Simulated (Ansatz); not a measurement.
## PbS (Galena) under changes of volume

One of the cells (26.086 Å³/atom); the others are scaled copies at fixed shape and fractional positions:

```
Pb S
1.0
     0.00000    2.96575    2.96575
     2.96575    0.00000    2.96575
     2.96575    2.96575    0.00000
Pb S
1 1
Direct
  0.00000 0.00000 0.00000
  0.50000 0.50000 0.50000
```

```yaml
Program: Ansatz 0.2.0
Functional: B3LYP
Potentials_or_basis: Ansatz PAW
Cutoff: "420 eV (not typed: the program's choice for these potentials)"
k_mesh: 4 × 4 × 4
Occupations: fermi-dirac, width 0.05 eV
Spin: no spin polarisation
```

| volume (Å³/atom) | energy over the lowest point (meV/atom) | pressure (GPa) | gap on the mesh (eV) |
| --- | --- | --- | --- |
| 24.521 | 93.10 | 9.5 | 1.09 |
| 25.042 | 65.23 | 7.7 | 1.18 |
| 25.564 | 42.95 | 6.0 | 1.27 |
| 26.086 | 25.75 | 4.6 | 1.35 |
| 26.607 | ? | ? | ? |
| 27.129 | 4.69 | 2.0 | 1.49 |
| 27.651 | 0.00 | 0.9 | 1.55 |

**Question.** What does the run at 26.607 Å³/atom give?

**Answer.** Energy over the lowest point 13.15 meV/atom; pressure 3.2 GPa; gap on the mesh 1.42 eV.

Worked out: A Birch-Murnaghan fit of order 3 (a polynomial in V^(-2/3)) to the other rows has its minimum at 28.12 Å³/atom, just outside them, with B0 = V·E''(V) = 51 GPa and B' = 4.3. It gives 13.16 meV/atom at 26.607 Å³/atom, against the run's 13.15, and -dE/dV = 3.2 GPa, against 3.2. A parabola through the other rows of the gap, of slope 3.57 eV per unit of ln V (its deformation potential) there, gives 1.42 eV, against the run's 1.42.

Energies are extrapolated to zero smearing.

Caveats: all runs use coarse meshes; spin-orbit coupling is left out, which as a rule narrows the gap of such compounds by several tenths of an eV; the PAW data sets come from PBE, with cores solved anew for the run's functional, which leaves a small shift of forces and pressure; the thresholds are loose for stress.

A mesh can miss the band edges.
